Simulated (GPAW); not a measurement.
# Ag (Fm-3m) in GPAW: notebook, part 2 of 3

GPAW 26.7.0. Earlier steps stand in the parts before.

## 4. Band structure, vdW-DF-cx, spin-orbit coupling, no magnetisation

File run.py:

```python
import numpy as np
from ase.dft.bandgap import bandgap
from ase.io import read, write
from gpaw import GPAW, PW
from gpaw.spinorbit import soc_eigenstates

atoms = read('Ag.cif')

calc = GPAW(mode=PW(600),
            xc={'name': 'vdW-DF-cx', 'backend': 'libvdwxc'},
            kpts={'size': (11, 11, 11), 'gamma': True},
            occupations={'name': 'fermi-dirac', 'width': 0.05},
            nbands=18,
            convergence={'density': 1e-05, 'energy': 1e-05},
            maxiter=150,
            txt='gpaw.txt')
atoms.calc = calc
energy = atoms.get_potential_energy()
forces = atoms.get_forces()
calc.write('gs.gpw')
write('result.traj', atoms)
print(f'Energy: {energy:.6f} eV')
print('Forces (eV/A):')
print(forces.round(4))
print('Fermi level:', round(calc.get_fermi_level(), 4), 'eV')
print(f'Gap: {bandgap(calc)[0]:.4f} eV, direct: {bandgap(calc, direct=True)[0]:.4f} eV')

path = atoms.cell.bandpath('GXWKGLUWLK,UX', npoints=60, eps=1e-4)
bs_calc = calc.fixed_density(kpts=path, symmetry='off', nbands=26,
                             convergence={'bands': 'CBM+6.0', 'eigenstates': 1e-6}, txt='bands.txt')
bs = bs_calc.band_structure()
bs.write('bs.json')
print(f'Gap on the path: {bandgap(bs_calc)[0]:.4f} eV')

soc = soc_eigenstates(bs_calc, theta=0, phi=0)
np.savetxt('soc_bands.dat', soc.eigenvalues(), fmt='%.4f')
mesh = soc_eigenstates('gs.gpw', theta=0, phi=0)
np.savetxt('soc_mesh.dat', mesh.eigenvalues(), fmt='%.4f')
print('Fermi level with spin-orbit coupling:', round(mesh.fermi_level, 4), 'eV')
```

File Ag.cif:

```cif
data_Ag
_cell_length_a 2.88888475
_cell_length_b 2.88888475
_cell_length_c 2.88888475
_cell_angle_alpha 60.00000000
_cell_angle_beta 60.00000000
_cell_angle_gamma 60.00000000
_space_group_name_H-M_alt 'P1'
_space_group_name_Hall 'P 1'
_space_group_IT_number 1
loop_
_space_group_symop_operation_xyz
'x,y,z'
loop_
_atom_site_label
_atom_site_type_symbol
_atom_site_symmetry_multiplicity
_atom_site_Wyckoff_symbol
_atom_site_fract_x
_atom_site_fract_y
_atom_site_fract_z
_atom_site_occupancy
Ag1 Ag 1 a 0.0000000000 0.0000000000 0.0000000000 1
```

Potentials or basis: GPAW PAW data sets (gpaw-data 1.2.1), pw.

Command:

```console
$ OMP_NUM_THREADS=1 python run.py
```

gpaw.txt:

```text
__  _  _
 | _ |_)|_||  |
 |__||  | ||/\| - 26.7.0

Input parameters:
  mode=PW(ecut=600.0),
  convergence={'density': 1e-05, 'energy': 1e-05},
  kpts=MonkhorstPack(size=(11, 11, 11), gamma=True),
  maxiter=150,
  nbands=18,
  occupations=Occupations(name='fermi-dirac', width=0.05),
  xc=XC(name='vdW-DF-cx', backend='libvdwxc')

Diagonalizing LCAO Hamiltonian
Converting LCAO to pw mode

       Ag

Atoms  # Å, Bohr magnetons
|   | symbol |        x |        y |        z |    initial magnetic moments |
|---|--------|----------|----------|----------|-----------------------------|
| 0 |     Ag | 0.000000 | 0.000000 | 0.000000 | ( 0.0000,  0.0000,  0.0000) |

Unit cell  # Å
| periodic |        x |        y |        z |  lengths |    angles |
|----------|----------|----------|----------|----------|-----------|
|      yes | 2.888885 | 0.000000 | 0.000000 | 2.888885 | 60.000000 |
|      yes | 1.444442 | 2.501848 | 0.000000 | 2.888885 | 60.000000 |
|      yes | 1.444442 | 0.833949 | 2.358765 | 2.888885 | 60.000000 |

Number of symmetries: 48
Symmetry operations  # r_c * U_cc + t_c -> r_c
|    | kind |            matrix            |
|----|------|------------------------------|
|  0 |  σ   |  1, 0, 0,  1, 0,-1,  1,-1, 0 |
|  1 |  C2  |  1, 0, 0,  1,-1, 0,  1, 0,-1 |
|  2 |  E   |  1, 0, 0,  0, 1, 0,  0, 0, 1 |
|  3 |  σ   |  1, 0, 0,  0, 0, 1,  0, 1, 0 |
|  4 |  C4  |  1, 0,-1,  1, 0, 0,  1,-1, 0 |
|  5 |  S6  |  1, 0,-1,  1,-1, 0,  1, 0, 0 |
|  6 |  σ   |  1, 0,-1,  0, 1,-1,  0, 0,-1 |
|  7 |  C3  |  1, 0,-1,  0, 0,-1,  0, 1,-1 |
|  8 |  S6  |  1,-1, 0,  1, 0, 0,  1, 0,-1 |
|  9 |  C4  |  1,-1, 0,  1, 0,-1,  1, 0, 0 |
| 10 |  C3  |  1,-1, 0,  0,-1, 1,  0,-1, 0 |
| 11 |  σ   |  1,-1, 0,  0,-1, 0,  0,-1, 1 |
| 12 |  σ   |  0, 1, 0,  1, 0, 0,  0, 0, 1 |
| 13 |  C4  |  0, 1, 0,  0, 1,-1, -1, 1, 0 |
| 14 |  C3  |  0, 1, 0,  0, 0, 1,  1, 0, 0 |
| 15 |  S6  |  0, 1, 0, -1, 1, 0,  0, 1,-1 |
| 16 |  C2  |  0, 1,-1,  1, 0,-1,  0, 0,-1 |
| 17 |  σ   |  0, 1,-1,  0, 1, 0, -1, 1, 0 |
| 18 |  S4  |  0, 1,-1,  0, 0,-1,  1, 0,-1 |
| 19 |  C4  |  0, 1,-1, -1, 1, 0,  0, 1, 0 |
| 20 |  C3  |  0, 0, 1,  1, 0, 0,  0, 1, 0 |
| 21 |  σ   |  0, 0, 1,  0, 1, 0,  1, 0, 0 |
| 22 |  S6  |  0, 0, 1,  0,-1, 1, -1, 0, 1 |
| 23 |  C4  |  0, 0, 1, -1, 0, 1,  0,-1, 1 |
| 24 |  S4  |  0, 0,-1,  1, 0,-1,  0, 1,-1 |
| 25 |  C3  |  0, 0,-1,  0, 1,-1,  1, 0,-1 |
| 26 |  C2  |  0, 0,-1,  0,-1, 0, -1, 0, 0 |
| 27 |  S6  |  0, 0,-1, -1, 0, 0,  0,-1, 0 |
| 28 |  S4  |  0,-1, 1,  1,-1, 0,  0,-1, 0 |
| 29 |  C4  |  0,-1, 1,  0, 0, 1, -1, 0, 1 |
| 30 |  C2  |  0,-1, 1,  0,-1, 0,  1,-1, 0 |
| 31 |  σ   |  0,-1, 1, -1, 0, 1,  0, 0, 1 |
| 32 |  C3  |  0,-1, 0,  1,-1, 0,  0,-1, 1 |
| 33 |  S6  |  0,-1, 0,  0, 0,-1, -1, 0, 0 |
| 34 |  S4  |  0,-1, 0,  0,-1, 1,  1,-1, 0 |
[... 65 lines left out ...]
    core:    30
    charge:  0.0  # [|e|]
    compensation charges:
      type: gauss
      rc: 0.40  # [Å]
      lmax: 2
    cutoffs:
      filter: 2.35  # [Å]
      core: 2.19  # [Å]
    projectors
    | kind |    occ | energy [eV] | rcut [Å] |
    |------|--------|-------------|----------|
    |   5s |  1.000 |      -4.401 |    1.286 |
    |   4p |  6.000 |     -58.577 |    1.328 |
    |   5p |  0.000 |      -0.738 |    1.328 |
    |   4d | 10.000 |      -7.446 |    1.180 |
    |    s |        |      22.811 |    1.286 |
    |    d |        |      19.766 |    1.180 |

    Using partial waves for Ag as LCAO basis

Reference energy: -144597.826354  # eV

eigensolver:
  PPCG
  Converge bands: occupied
  niter=2

density mixing:
  MSR1-Mixer
  Pratt-step length: 0.05
  Maximum mixing coefficient: 0.75
  Old densities: 10
  SVD Regularization: 0.005
  Good broyden scale: 1.0
  Trust region scale: 1.0
  Backstep threshold: 4.0
  History deletion threshold: 6.0
  Fourier metric: weight=20.0, sigma=0.015

occupation numbers:
  Fermi-Dirac:
    width: 0.0500  # eV

poisson solver:
  ecut: 4800.0  # eV

xc functional:
  name: vdW-DF-cx with libvdwxc
  Mode: serial
  Semilocal: GGA_X_LV_RPW86+LDA_C_PW with 2 nearest neighbor stencil
  Local blocksize: 36 x 36 x 36
  PAW datasets: PBE

convergence criteria:
- Maximum integral of absolute [dens]ity change: 1e-05 electrons / valence electron
- Maximum [total energy] change in last 3 cyles: 1e-05 eV / valence electron
- Maximum integral of absolute [eigenst]ate change: 4e-08 eV^2 / valence electron
maximum number of iterations: 150

SCF iterations
|iter     | |      energy | eigst |  dens |
|---------|-|-------------|-------|-------|
|iter:   1| |   42.553942 | -0.66 |       |
|iter:   2| |   42.613958 | -3.50 | -1.32 |
|iter:   3| |   42.793630 | -3.11 | -1.37 |
|iter:   4| |   42.796037 | -4.09 | -2.14 |
|iter:   5| |   42.796726 | -4.21 | -2.42 |
|iter:   6| |   42.796722 | -7.07 | -3.84 |
|iter:   7| |   42.796720c| -7.15 | -4.13 |
|iter:   8| |   42.796720c| -8.69c| -5.32c|

Converged in 8 steps
Energy contributions relative to reference atoms: (reference = -144597.826354)

Energy contributions:
  Kinetic:           0.774769
  Coulomb:          -1.731851
  Zero:              0.135989
  External:          0.000000
  Xc:               43.619149
  Entropy:          -0.002672
  Spinorbit:         0.000000
  ----------------------------
  Free energy:      42.795384
  Extrapolated:     42.796720

dipole moment: (-18.024964, -10.406718, -7.358661)  # |e|*Ang

Fermi level: 8.421
Eigenvalues  # (at kpt = [0.000, 0.000, 0.000])
| band index |      eig [eV] | occ [0-2] |
|------------|---------------|-----------|
|          0 |       -47.224 |     2.000 |
|          1 |       -47.224 |     2.000 |
|          2 |       -47.224 |     2.000 |
|          3 |         0.396 |     2.000 |
|          4 |         3.370 |     2.000 |
|          5 |         3.370 |     2.000 |
[... 10 lines left out ...]
|         16 |        33.442 |     0.000 |
|         17 |        38.663 |     0.000 |

No gap
No difference between direct/indirect transitions

Forces  # eV/Ang
|        x |       y |        z |
|----------|---------|----------|
| -0.00000 | 0.00000 | -0.00000 |  # Ag   0

# Writing to gs.gpw (mode='')
```

stdout:

```text
Energy: 42.796720 eV
Forces (eV/A):
[[-0.  0. -0.]]
Fermi level: 8.4214 eV
Gap: 0.0000 eV, direct: 0.0000 eV
Gap on the path: 0.0000 eV
Fermi level with spin-orbit coupling: 8.4317 eV
```

bands.txt:

```text
Diagonalizing LCAO Hamiltonian
Converting LCAO to pw mode
convergence criteria:
- Maximum integral of absolute [eigenst]ate change: 1e-06 eV^2 / valence electron
maximum number of iterations: 150

SCF iterations
|iter     | |      energy | eigst |  dens |
|---------|-|-------------|-------|-------|
[... 63 lines left out ...]
         [0.42857143, 0.42857143, 0.64285714],
         [0.41071429, 0.41071429, 0.67857143],
         [0.39285714, 0.39285714, 0.71428571],
         [0.375     , 0.375     , 0.75      ],
         [0.625     , 0.25      , 0.625     ],
         [0.59375   , 0.1875    , 0.59375   ],
         [0.5625    , 0.125     , 0.5625    ],
         [0.53125   , 0.0625    , 0.53125   ],
         [0.5       , 0.        , 0.5       ]])),
  maxiter=150,
  nbands=26,
  occupations=Occupations(name='fermi-dirac', width=0.05),
  symmetry=Symmetry(point_group=False, time_reversal=False),
  xc=XC(name='vdW-DF-cx', backend='libvdwxc')
```

It took 19 s on 1 thread of Arm Neoverse V2, shared host; peak memory 0.24 GiB.

Results:

```
Free energy             : 42.7954 eV
Band gap along the path : none (metal or under the smearing width)
```

Levels at the corners of the path, in eV from the Fermi level:
| point | band 13 | band 14 | band 15 | band 16 | band 17 | band 18 | band 19 | band 20 |
| --- | --- | --- | --- | --- | --- | --- | --- | --- |
| Γ | -4.84 | -4.84 | -3.96 | -3.96 | -3.96 | -3.96 | 16.06 | 16.06 |
| X | -3.13 | -3.13 | -2.80 | -2.80 | 1.34 | 1.34 | 6.51 | 6.51 |
| W | -3.97 | -3.97 | -2.99 | -2.99 | 5.55 | 5.55 | 5.88 | 5.88 |
| K | -3.80 | -3.80 | -3.24 | -3.24 | 4.04 | 4.04 | 5.02 | 5.02 |
| Γ | -4.84 | -4.84 | -3.96 | -3.96 | -3.96 | -3.96 | 16.06 | 16.06 |
| L | -3.31 | -3.31 | -3.09 | -3.09 | -0.66 | -0.66 | 3.38 | 3.38 |
| U | -3.80 | -3.80 | -3.24 | -3.24 | 4.04 | 4.04 | 5.02 | 5.02 |
| W | -3.97 | -3.97 | -2.99 | -2.99 | 5.55 | 5.55 | 5.88 | 5.88 |
| L | -3.31 | -3.31 | -3.09 | -3.09 | -0.66 | -0.66 | 3.38 | 3.38 |
| K | -3.80 | -3.80 | -3.24 | -3.24 | 4.04 | 4.04 | 5.02 | 5.02 |
| U | -3.80 | -3.80 | -3.24 | -3.24 | 4.04 | 4.04 | 5.02 | 5.02 |
| X | -3.13 | -3.13 | -2.80 | -2.80 | 1.34 | 1.34 | 6.51 | 6.51 |

Caveat: spin-orbit coupling was added after a scalar SCF, so levels and gaps hold it while energy, forces, pressure and moments don't; this program's spin-orbit splittings come out too wide for heavy elements; the PAW data sets were made with another functional, which shifts forces and pressure a little.

## 5. Equation of state, rSCAN

File run.py:

```python
import spglib
from ase import Atoms
from ase.eos import EquationOfState
from ase.io import Trajectory, read
from ase.units import GPa
from gpaw import GPAW, PW

atoms = read('Ag.cif')
cell, positions, numbers = spglib.find_primitive(
    (atoms.cell[:], atoms.get_scaled_positions(), atoms.numbers), symprec=1e-4)
atoms = Atoms(numbers, cell=cell, scaled_positions=positions, pbc=True)

traj = Trajectory('eos.traj', 'w')
volumes, energies = [], []
for x in [0.94, 0.96, 0.98, 1.0, 1.02, 1.04, 1.06]:
    a = atoms.copy()
    a.set_cell(atoms.cell * x**(1 / 3), scale_atoms=True)
    calc = GPAW(mode=PW(600),
                xc='MGGA_X_RSCAN+MGGA_C_RSCAN',
                kpts={'size': (11, 11, 11), 'gamma': True},
                occupations={'name': 'fermi-dirac', 'width': 0.05},
                nbands=18,
                convergence={'density': 1e-05, 'energy': 1e-05},
                maxiter=150,
                txt=f'eos-{x:.2f}.txt')
    a.calc = calc
    energies.append(a.get_potential_energy(force_consistent=True))
    volumes.append(a.get_volume())
    p = -a.get_stress()[:3].mean() / GPa
    calc.write(f'eos-{x:.2f}.gpw')
    traj.write(a)
    print(f'{x:.2f} {volumes[-1]:10.4f} A^3 {energies[-1]:14.6f} eV {p:9.3f} GPa', flush=True)

v0, e0, B = EquationOfState(volumes, energies, eos='birchmurnaghan').fit()
print(f'V0 = {v0:.4f} A^3, E0 = {e0:.6f} eV, B0 = {B / GPa:.2f} GPa')
```

File Ag.cif:

```cif
data_Ag
_cell_length_a 4.08550000
_cell_length_b 4.08550000
_cell_length_c 4.08550000
_cell_angle_alpha 90.00000000
_cell_angle_beta 90.00000000
_cell_angle_gamma 90.00000000
_space_group_name_H-M_alt 'Fm-3m'
_space_group_name_Hall '-F 4 2 3'
_space_group_IT_number 225
loop_
_space_group_symop_operation_xyz
'x,y,z'
'-x,-y,-z'
'-y,x,z'
'y,-x,-z'
'-x,-y,z'
'x,y,-z'
'y,-x,z'
'-y,x,-z'
'x,-y,-z'
'-x,y,z'
'-y,-x,-z'
'y,x,z'
'-x,y,-z'
'x,-y,z'
'y,x,-z'
'-y,-x,z'
'z,x,y'
'-z,-x,-y'
'z,-y,x'
'-z,y,-x'
'z,-x,-y'
'-z,x,y'
'z,y,-x'
'-z,-y,x'
'-z,x,-y'
'z,-x,y'
'-z,-y,-x'
'z,y,x'
'-z,-x,y'
'z,x,-y'
'-z,y,x'
'z,-y,-x'
'y,z,x'
'-y,-z,-x'
'x,z,-y'
'-x,-z,y'
'-y,z,-x'
'y,-z,x'
'-x,z,y'
'x,-z,-y'
'-y,-z,x'
'y,z,-x'
'-x,-z,-y'
'x,z,y'
'y,-z,-x'
'-y,z,x'
'x,-z,y'
'-x,z,-y'
'x,y+1/2,z+1/2'
'-x,-y+1/2,-z+1/2'
'-y,x+1/2,z+1/2'
[... 62 lines left out ...]
'-z+1/2,-x,-y+1/2'
'z+1/2,-y,x+1/2'
'-z+1/2,y,-x+1/2'
'z+1/2,-x,-y+1/2'
'-z+1/2,x,y+1/2'
'z+1/2,y,-x+1/2'
'-z+1/2,-y,x+1/2'
'-z+1/2,x,-y+1/2'
'z+1/2,-x,y+1/2'
'-z+1/2,-y,-x+1/2'
'z+1/2,y,x+1/2'
'-z+1/2,-x,y+1/2'
'z+1/2,x,-y+1/2'
'-z+1/2,y,x+1/2'
'z+1/2,-y,-x+1/2'
'y+1/2,z,x+1/2'
'-y+1/2,-z,-x+1/2'
'x+1/2,z,-y+1/2'
'-x+1/2,-z,y+1/2'
'-y+1/2,z,-x+1/2'
'y+1/2,-z,x+1/2'
'-x+1/2,z,y+1/2'
'x+1/2,-z,-y+1/2'
'-y+1/2,-z,x+1/2'
'y+1/2,z,-x+1/2'
'-x+1/2,-z,-y+1/2'
'x+1/2,z,y+1/2'
'y+1/2,-z,-x+1/2'
'-y+1/2,z,x+1/2'
'x+1/2,-z,y+1/2'
'-x+1/2,z,-y+1/2'
'x+1/2,y+1/2,z'
'-x+1/2,-y+1/2,-z'
'-y+1/2,x+1/2,z'
'y+1/2,-x+1/2,-z'
'-x+1/2,-y+1/2,z'
'x+1/2,y+1/2,-z'
'y+1/2,-x+1/2,z'
'-y+1/2,x+1/2,-z'
'x+1/2,-y+1/2,-z'
'-x+1/2,y+1/2,z'
'-y+1/2,-x+1/2,-z'
'y+1/2,x+1/2,z'
'-x+1/2,y+1/2,-z'
'x+1/2,-y+1/2,z'
'y+1/2,x+1/2,-z'
'-y+1/2,-x+1/2,z'
'z+1/2,x+1/2,y'
'-z+1/2,-x+1/2,-y'
'z+1/2,-y+1/2,x'
'-z+1/2,y+1/2,-x'
'z+1/2,-x+1/2,-y'
'-z+1/2,x+1/2,y'
'z+1/2,y+1/2,-x'
'-z+1/2,-y+1/2,x'
'-z+1/2,x+1/2,-y'
'z+1/2,-x+1/2,y'
'-z+1/2,-y+1/2,-x'
'z+1/2,y+1/2,x'
'-z+1/2,-x+1/2,y'
'z+1/2,x+1/2,-y'
'-z+1/2,y+1/2,x'
'z+1/2,-y+1/2,-x'
'y+1/2,z+1/2,x'
'-y+1/2,-z+1/2,-x'
'x+1/2,z+1/2,-y'
'-x+1/2,-z+1/2,y'
'-y+1/2,z+1/2,-x'
'y+1/2,-z+1/2,x'
'-x+1/2,z+1/2,y'
'x+1/2,-z+1/2,-y'
'-y+1/2,-z+1/2,x'
'y+1/2,z+1/2,-x'
'-x+1/2,-z+1/2,-y'
'x+1/2,z+1/2,y'
'y+1/2,-z+1/2,-x'
'-y+1/2,z+1/2,x'
'x+1/2,-z+1/2,y'
'-x+1/2,z+1/2,-y'
loop_
_atom_site_label
_atom_site_type_symbol
_atom_site_symmetry_multiplicity
_atom_site_Wyckoff_symbol
_atom_site_fract_x
_atom_site_fract_y
_atom_site_fract_z
_atom_site_occupancy
Ag1 Ag 4 a 0.0000000000 0.0000000000 0.0000000000 1
```

Command:

```console
$ OMP_NUM_THREADS=1 python run.py
```

It took 5.6 min on 1 thread of Arm Neoverse V2, shared host; peak memory 0.64 GiB.

Results (log left out):

* Equilibrium volume: 17.25 Å³/atom (rough: see the caveat)
* Bulk modulus: 103 GPa (rough)

Energy against volume, from the lowest point:
```csv
volume (Å³/atom),energy (meV/atom)
16.025,33.63
16.366,16.36
16.707,5.71
17.048,0.49
17.389,0.00
17.730,3.60
18.071,10.76
```

Caveat: the points scatter about the fit; the PAW data sets were made with another functional, which shifts forces and pressure a little.

(Part 2 of 3 ends here.)
